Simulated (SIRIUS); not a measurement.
Here is a SIRIUS 7.10.0 calculation.

sirius.json

```json
{
  "control": {
    "processing_unit": "cpu",
    "verbosity": 2,
    "num_bands_to_print": 20,
    "print_forces": true,
    "print_stress": true
  },
  "parameters": {
    "electronic_structure_method": "pseudopotential",
    "xc_functionals": ["XC_GGA_X_PBE_SOL", "XC_GGA_C_PBE_SOL"],
    "gk_cutoff": 7.7,
    "pw_cutoff": 15.4,
    "ngridk": [10, 10, 5],
    "shiftk": [0, 0, 0],
    "smearing": "fermi_dirac",
    "smearing_width": 0.0018374661,
    "num_bands": 20,
    "num_mag_dims": 0,
    "num_dft_iter": 100,
    "energy_tol": 1e-08,
    "density_tol": 1e-06,
    "hubbard_correction": true
  },
  "iterative_solver": {
    "type": "davidson",
    "min_tolerance": 1e-09,
    "tolerance_scale": [0.1, 0.25]
  },
  "mixer": {
    "type": "anderson",
    "beta": 0.7,
    "max_history": 8
  },
  "settings": {
    "tol_ne": 1e-10,
    "pseudo_grid_cutoff": 6.5
  },
  "unit_cell": {
    "lattice_vectors": [
      [6.040887502591, 0.0, 0.0],
      [-3.020443751296, 5.23156203869, 0.0],
      [0.0, 0.0, 9.557856793132]
    ],
    "atom_coordinate_units": "lattice",
    "atom_types": ["Hf"],
    "atom_files": {
      "Hf": "Hf.json"
    },
    "atoms": {
      "Hf": [
        [0.6666666667, 0.3333333333, 0.75],
        [0.3333333333, 0.6666666667, 0.25]
      ]
    }
  },
  "hubbard": {
    "simplified": true,
    "hubbard_subspace_method": "full_orthogonalization",
    "local": [
      {
        "atom_type": "Hf",
        "n": 5,
        "l": 2,
        "U": 0.22049593,
        "J": 0.0,
        "total_initial_occupancy": 2
      }
    ]
  }
}
```

Potentials or basis: PseudoDojo 0.4.1 PBE standard (scalar relativistic).

Launch:

```sh
$ upf_to_json Hf.upf
$ # the labels of the atomic orbitals (3D, 4S, ...) are then added to the .json files where the converter dropped them
$ OMP_NUM_THREADS=1 sirius.scf --input=sirius.json --output=out.json --task=0
```

Question: Estimate the pressure.

Answer: 5.4 GPa.

Question: What does it give for the band gap on the k mesh?

Answer: None (metal or under the smearing width).

Eigenvalues of the final occupation matrices:
```
  site  spin  trace               eigenvalues
site 1     1   1.50  0.26 0.26 0.33 0.33 0.34
site 2     1   1.50  0.26 0.26 0.33 0.33 0.34
```

Caveat: the potentials were made for another functional, which shifts forces and pressure; U without spin polarisation on a metal has little footing; the U is typed as a test and isn't derived for this compound. The run has no spin-orbit coupling, so splittings on Hf are missing.
